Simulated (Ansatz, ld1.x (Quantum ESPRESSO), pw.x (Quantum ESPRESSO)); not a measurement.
manganese (Mn): does the RRKJ potential hold in the solid?

* Element: manganese (Mn)
* Generator: ld1.x (Quantum ESPRESSO) 7.5
* Type: norm-conserving RRKJ (Kleinman–Bylander form)
* Functional: PBEsol
* Relativity: scalar-relativistic
* Frozen core: [Ar]
* Valence charge: 7
* Reference configuration: 3d5 4s2 4p0
* Partial waves: 4p (bound, empty): rc 2.55 bohr; 3d (bound): rc 1.65 bohr; 4s (bound): rc 2.60 bohr
* Local potential: the s channel
* Core correction: a·sin(br)/r model core, default radius (core density twice the valence density)
* rho0: 0.001

Crystal test: fcc Mn in pw.x 7.5, no spin, 16³ k-points, Fermi–Dirac smearing 0.01 Ry, cutoffs 110/440 Ry. The reference is all-electron LAPW (Ansatz 0.2.0) with the same functional, mesh and smearing; V0 and B0 come from Birch–Murnaghan fits to the pressures at five volumes. Errors are pseudo minus all-electron; Δ is the rms difference of the E(V) curves that follow from these fits, minima aligned, over ±6 % about the mean V0. Mesh and smearing are coarse, so the numbers serve the comparison and aren't converged zero-temperature values; the lattice is a test structure that the element need not adopt. Spin polarisation and strong correlation are left out, which matters for this element.

All-electron: a0 = 3.463 Å (V0 = 10.38 Å³/atom), B0 = 305.3 GPa.

Problem. How far does the potential miss the all-electron equation of state?

Solution. mean pressure error (GPa): +19.11. The pressure does not cross zero within the volumes sampled, so no fit is given. The largest radius (2.60 bohr) exceeds half the bond length (2.31 bohr), so the spheres overlap, which is one possible source of error among others. This is a poor potential for the solid.

```csv
V (Å³/atom),P all-electron (GPa),P pseudo (GPa)
9.854,17.95,40.66
10.114,8.55,29.27
10.373,0.34,19.27
10.632,-6.84,10.47
10.892,-13.11,2.75
```

Problem. At the middle volume, how do free energy and pressure move when the wave cutoff is lowered (ecutrho kept at four times it)?

Solution.

```
cutoff (Ry)  shift of F (meV/atom)  shift of P (GPa)
         50                +2000.8           -222.05
         66                  +37.3             -2.99
         88                   +9.2             -1.38
```

Input at the middle volume:

```
&control
  calculation='scf', prefix='x', pseudo_dir='./', outdir='./tmp', tstress=.true., disk_io='none'
/
&system
  ibrav=0, nat=1, ntyp=1, ecutwfc=110, ecutrho=440, nbnd=11,
  occupations='smearing', smearing='fd', degauss=0.01
/
&electrons
  conv_thr=1e-09, mixing_beta=0.4, electron_maxstep=70
/
ATOMIC_SPECIES
Mn 1.0 Mn.UPF
CELL_PARAMETERS angstrom
  0.00000000 1.73097765 1.73097765
  1.73097765 0.00000000 1.73097765
  1.73097765 1.73097765 0.00000000
ATOMIC_POSITIONS crystal
Mn 0.0000 0.0000 0.0000
K_POINTS automatic
16 16 16 0 0 0
```

```bash
pw.x < Mn.scf.in > Mn.scf.out
```

Lines of the output:

```
Message from routine setup:
     using ibrav=0 with symmetry is DISCOURAGED, use correct ibrav instead
     lattice parameter (alat)  =       4.6260  a.u.
     unit-cell volume          =      70.0005 (a.u.)^3
     number of electrons       =         7.00
     number of Kohn-Sham states=           11
     kinetic-energy cutoff     =     110.0000  Ry
     charge density cutoff     =     440.0000  Ry
     scf convergence threshold =      1.0E-09
     Exchange-correlation= PBESOL
     number of k points=   145  Fermi-Dirac smearing, width (Ry)=  0.0100
     iteration #  1     ecut=   110.00 Ry     beta= 0.40
     total energy              =     -39.79598869 Ry
     estimated scf accuracy    <       0.03957364 Ry
     iteration #  2     ecut=   110.00 Ry     beta= 0.40
     total energy              =     -39.80293081 Ry
     estimated scf accuracy    <       0.00079735 Ry
     iteration #  3     ecut=   110.00 Ry     beta= 0.40
     total energy              =     -39.80291353 Ry
     estimated scf accuracy    <       0.00023413 Ry
     iteration #  4     ecut=   110.00 Ry     beta= 0.40
     total energy              =     -39.80291933 Ry
     estimated scf accuracy    <       0.00000054 Ry
     iteration #  5     ecut=   110.00 Ry     beta= 0.40
     total energy              =     -39.80291943 Ry
     estimated scf accuracy    <       0.00000029 Ry
     iteration #  6     ecut=   110.00 Ry     beta= 0.40
     total energy              =     -39.80291944 Ry
     estimated scf accuracy    <          2.6E-09 Ry
     iteration #  7     ecut=   110.00 Ry     beta= 0.40
     the Fermi energy is    15.4119 ev
!    total energy              =     -39.80291944 Ry
     estimated scf accuracy    <          8.5E-11 Ry
     smearing contrib. (-TS)   =      -0.00617181 Ry
     The total energy is F=E-TS. E is the sum of the following terms:
     one-electron contribution =      11.17394489 Ry
     hartree contribution      =       3.17367461 Ry
     xc contribution           =     -19.80422943 Ry
     ewald contribution        =     -34.34013770 Ry
     convergence has been achieved in   7 iterations
          total   stress  (Ry/bohr**3)                   (kbar)     P=      192.66
     Message from routine punch:
     Nothing written, as per user request (disk_io='none')
```

The run at the middle volume (145 k-points, 7 iterations) took about 17 s on one core of a shared host (Neoverse-V1, 32 threads, 247 GiB, load 37).
